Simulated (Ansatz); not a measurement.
**Ga, dhcp: how the functional moves the structure**

All rows: Ansatz, plane waves with scalar-relativistic PAW, 420 eV (500 eV for the SCAN forms), relaxed under each functional, no dispersion correction, no zero-point motion. B₀ comes from uniform scaling at fixed shape; a dash is a value not given.

| functional | V (Å³/atom) | cell | B₀ (GPa) | magnetic state | ΔE to alpha-Ga (Cmce) (meV/atom) |
| --- | --- | --- | --- | --- | --- |
| r²SCAN | 17.91 | a = 2.985 Å, c = 9.280 Å (c/a = 3.109) | 57 | spin not included | 147 |
| PBEsol | 17.75 | a = 2.933 Å, c = 9.531 Å (c/a = 3.250) | 59 | spin not included | 21 |
| LDA | 17.17 | a = 2.939 Å, c = 9.180 Å (c/a = 3.123) | 64 | spin not included | 54 |
| revPBE | 19.49 | a = 3.021 Å, c = 9.864 Å (c/a = 3.266) | 44 | spin not included | 19 |
| RPBE | 19.70 | a = 3.031 Å, c = 9.899 Å (c/a = 3.265) | 43 | spin not included | 18 |
| BLYP | 21.66 | a = 3.129 Å, c = 10.215 Å (c/a = 3.264) | 31 | spin not included | 86 |

**Question.** What does PBE give?

**Answer.** V (Å³/atom): 18.97; cell: a = 2.994 Å, c = 9.776 Å (c/a = 3.265); B₀ (GPa): 48; magnetic state: spin not included; ΔE to alpha-Ga (Cmce) (meV/atom): 24.
